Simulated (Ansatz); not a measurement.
CuO (Tenorite) under changes of volume

One of the cells (10.135 Å³/atom); the others are scaled copies at fixed shape and fractional positions:

```
Cu O
1.0
     2.34185   -1.71130    0.00000
     2.34185    1.71130    0.00000
    -0.85003    0.00000    5.05787
Cu O
2 2
Direct
  0.50000 0.00000 0.50000
  0.00000 0.50000 0.00000
  0.41840 0.58160 0.75000
  0.58160 0.41840 0.25000
```

```yaml
Program: Ansatz 0.2.0
Functional: r2SCAN
Potentials_or_basis: Ansatz PAW
Cutoff: "500 eV (not typed: the program's choice for these potentials)"
k_mesh: 10 × 10 × 5
Occupations: fermi-dirac, width 0.05 eV
Spin: no spin polarisation
```

| volume (Å³/atom) | energy over the lowest point (meV/atom) | pressure (GPa) | largest force (eV/Å) |
| --- | --- | --- | --- |
| 9.527 | 18.11 | 11.6 | 0.069 |
| 9.730 | 6.53 | 6.8 | 0.147 |
| 9.932 | 0.69 | 2.5 | 0.219 |
| 10.135 | 0.00 | -1.3 | 0.285 |
| 10.338 | 3.89 | -4.7 | 0.346 |
| 10.540 | 11.87 | -7.8 | 0.402 |
| 10.743 | ? | ? | ? |

Question: What does the run at 10.743 Å³/atom give?

Answer: Energy over the lowest point 23.51 meV/atom; pressure -10.5 GPa; largest force 0.453 eV/Å.

Worked out: A Birch-Murnaghan fit of order 3 (a polynomial in V^(-2/3)) to the other rows has its minimum at 10.06 Å³/atom with B0 = V·E''(V) = 187 GPa and B' = 4.5 at fixed shape and positions, which overstates the stiffness. It gives 23.58 meV/atom at 10.743 Å³/atom, against the run's 23.51, and -dE/dV = -10.6 GPa, against -10.5.

Energies are extrapolated to zero smearing.

Caveats: the run has no spin polarisation, though such a crystal can be magnetic; the PAW data sets come from PBE, with cores solved anew for the run's functional, which leaves a small shift of forces and pressure.
